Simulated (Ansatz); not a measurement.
Runs of Ansatz 0.2.0 on Co. Symmetry: P-3m1, No. 164, trigonal system. Conventional cell: a = 2.487 Å, b = 2.487 Å, c = 4.063 Å, α = 90.00°, β = 90.00°, γ = 120.00°. Co (site symmetry 3m) is surrounded by 12 Co at 2.42 to 2.55 Å.

| task | level | cell | k mesh | cutoff (eV) | q mesh | points for each segment of the path | gap on the mesh (eV) | pressure (GPa) | moment (μB) | V0 of scaled cells (Å³/atom) | relaxed volume (Å³/atom) | B0 (GPa) | largest force (eV/Å) |
| --- | --- | --- | --- | --- | --- | --- | --- | --- | --- | --- | --- | --- | --- |
| equation of state | PBEsol | as given | 12 × 12 × 7 | 420 | - | - | - | - | - | 10.42 | - | (c) | - |
| relaxation of cell and atoms | LDA | relaxed | 12 × 12 × 7 | 420 | - | - | none | 0.0 | 2.98 | - | 10.00 | - | - |
| phonons | PBEsol | as given | 10 × 10 × 6 | 420 | 2 × 2 × 2 | 8 | none | - | 3.32 | - | - | - | - |
| relaxation of cell and atoms | BLYP | relaxed | 12 × 12 × 7 | 420 | - | - | none | 0.0 | 3.27 | - | 11.37 | - | - |
| relaxation of cell and atoms | BLYP+D3(BJ) | relaxed | 12 × 12 × 7 | 420 | - | - | none | 0.0 | (b) | - | 10.58 | - | - |
| band structure | r2SCAN | as given | 12 × 12 × 7 | 500 | - | 14 | none | -3.5 | 3.59 | - | - | - | (a) |
| equation of state | r2SCAN | as given | 12 × 12 × 7 | 500 | - | - | - | - | - | 10.72 | - | 229 | - |
| band structure | BLYP | as given | 12 × 12 × 7 | 420 | - | 14 | none | 9.8 | 3.21 | - | - | - | 0.52 |

Alike in all rows: potentials or basis Ansatz PAW; spin collinear, ferromagnetic start; smearing fermi-dirac 0.05 eV.

Question: Fill in the values left out.

Answer: (a) 0.19; (b) 3.12; (c) 233.

Caveats: the PAW data sets come from PBE, with cores solved anew for the run's functional, which leaves a small shift of forces and pressure; the plane-wave basis is chosen anew once the cell has moved, so the energies of steps on either side of that aren't comparable (some runs); the potentials were made for another functional, which shifts forces and pressure (some runs); the cell was scaled at fixed shape and fractional positions, which overstates the stiffness of a crystal with free parameters, most of all of layers and chains (some runs); the magnetic or orbital state may not be the lowest (some runs); pairwise dispersion overbinds metals, which lowers pressure and volume (some runs).

A k mesh can miss the band edges.

A gap of «none» marks a metal or a gap under the smearing width.

Not every run made on this cell is shown here.
